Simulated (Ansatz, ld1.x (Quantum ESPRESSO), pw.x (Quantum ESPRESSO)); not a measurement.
**Equation-of-state test of one TM potential (Mo (Z = 42))**

```
Element                 : molybdenum
Generator               : ld1.x (Quantum ESPRESSO) 7.5
Type                    : norm-conserving Troullier–Martins (Kleinman–Bylander form)
Functional              : PBE
Relativity              : scalar-relativistic
Frozen core             : [Kr]
Valence charge          : 6
Reference configuration : 4d5 5s1 5p0
Partial waves           : 5s (bound): rc 2.10 bohr; 4d (bound): rc 1.30 bohr; 5p (bound, empty): rc 4.20 bohr
Local potential         : the p channel
Core correction         : Bessel-smoothed model core, default radius (core density twice the valence density)
```

Crystal test: sc Mo in pw.x 7.5, no spin, 13³ k-points, Fermi–Dirac smearing 0.01 Ry, cutoffs 100/400 Ry. The reference is all-electron LAPW (Ansatz 0.2.0) with the same functional, mesh and smearing; V0 and B0 come from Birch–Murnaghan fits to the pressures at five volumes. Errors are pseudo minus all-electron; Δ is the rms difference of the E(V) curves that follow from these fits, minima aligned, over ±6 % about the mean V0. Mesh and smearing are coarse, so the numbers serve the comparison and aren't converged zero-temperature values; the lattice is a test structure that the element need not adopt.

All-electron: a0 = 2.601 Å (V0 = 17.59 Å³/atom), B0 = 191.2 GPa.

Q: How far does the potential miss the all-electron equation of state?

A: mean pressure error (GPa): +27.46. The pressure does not cross zero within the volumes sampled, so no fit is given. The largest radius (4.20 bohr) exceeds half the bond length (2.46 bohr), so the spheres overlap, which is one possible source of error among others. This is a poor potential for the solid. Atomic configuration tests: 2 of 7 tests not solved or not reliable. The logarithmic derivative shows an extra or strongly shifted pseudo pole above the reference energy (s near 1.13 Ry).

```csv
V (Å³/atom),P all-electron (GPa),P pseudo (GPa)
16.835,9.23,43.28
17.278,3.56,33.86
17.721,-1.39,25.64
18.164,-5.73,18.47
18.607,-9.52,12.21
```

Q: At the middle volume, how do free energy and pressure move when the wave cutoff is lowered (ecutrho kept at four times it)?

A:

```tsv
cutoff (Ry)	shift of F (meV/atom)	shift of P (GPa)
45	+231.8	-7.31
60	+42.2	-1.43
80	+3.9	-0.29
```

Input at the middle volume:

```
&control
  calculation='scf', prefix='x', pseudo_dir='./', outdir='./tmp', tstress=.true., disk_io='none'
/
&system
  ibrav=0, nat=1, ntyp=1, ecutwfc=100, ecutrho=400, nbnd=10,
  occupations='smearing', smearing='fd', degauss=0.01
/
&electrons
  conv_thr=1e-09, mixing_beta=0.4, electron_maxstep=70
/
ATOMIC_SPECIES
Mo 1.0 Mo.UPF
CELL_PARAMETERS angstrom
  2.60713033 0.00000000 0.00000000
  0.00000000 2.60713033 0.00000000
  0.00000000 0.00000000 2.60713033
ATOMIC_POSITIONS crystal
Mo 0.0000 0.0000 0.0000
K_POINTS automatic
13 13 13 0 0 0
```

```bash
pw.x < Mo.scf.in > Mo.scf.out
```

Lines of the output:

```
Message from routine setup:
     using ibrav=0 with symmetry is DISCOURAGED, use correct ibrav instead
     lattice parameter (alat)  =       4.9268  a.u.
     unit-cell volume          =     119.5872 (a.u.)^3
     number of electrons       =         6.00
     number of Kohn-Sham states=           10
     kinetic-energy cutoff     =     100.0000  Ry
     charge density cutoff     =     400.0000  Ry
     scf convergence threshold =      1.0E-09
     Exchange-correlation= PBE
     number of k points=    84  Fermi-Dirac smearing, width (Ry)=  0.0100
     iteration #  1     ecut=   100.00 Ry     beta= 0.40
     total energy              =     -35.06947322 Ry
     estimated scf accuracy    <       0.04826184 Ry
     iteration #  2     ecut=   100.00 Ry     beta= 0.40
     total energy              =     -35.07036716 Ry
     estimated scf accuracy    <       0.00646306 Ry
     iteration #  3     ecut=   100.00 Ry     beta= 0.40
     total energy              =     -35.07119089 Ry
     estimated scf accuracy    <       0.00032579 Ry
     iteration #  4     ecut=   100.00 Ry     beta= 0.40
     total energy              =     -35.07120138 Ry
     estimated scf accuracy    <       0.00000615 Ry
     iteration #  5     ecut=   100.00 Ry     beta= 0.40
     total energy              =     -35.07120198 Ry
     estimated scf accuracy    <       0.00000036 Ry
     iteration #  6     ecut=   100.00 Ry     beta= 0.40
     the Fermi energy is    12.2768 ev
!    total energy              =     -35.07120204 Ry
     estimated scf accuracy    <          9.4E-10 Ry
     smearing contrib. (-TS)   =      -0.00370496 Ry
     The total energy is F=E-TS. E is the sum of the following terms:
     one-electron contribution =       9.74519034 Ry
     hartree contribution      =       0.84031346 Ry
     xc contribution           =     -24.92078301 Ry
     ewald contribution        =     -20.73221786 Ry
     convergence has been achieved in   6 iterations
          total   stress  (Ry/bohr**3)                   (kbar)     P=      256.39
     Message from routine punch:
     Nothing written, as per user request (disk_io='none')
```

The run at the middle volume (84 k-points, 6 iterations) took about 8.7 s on one core of a shared host (Neoverse-V1, 32 threads, 247 GiB, load 10).
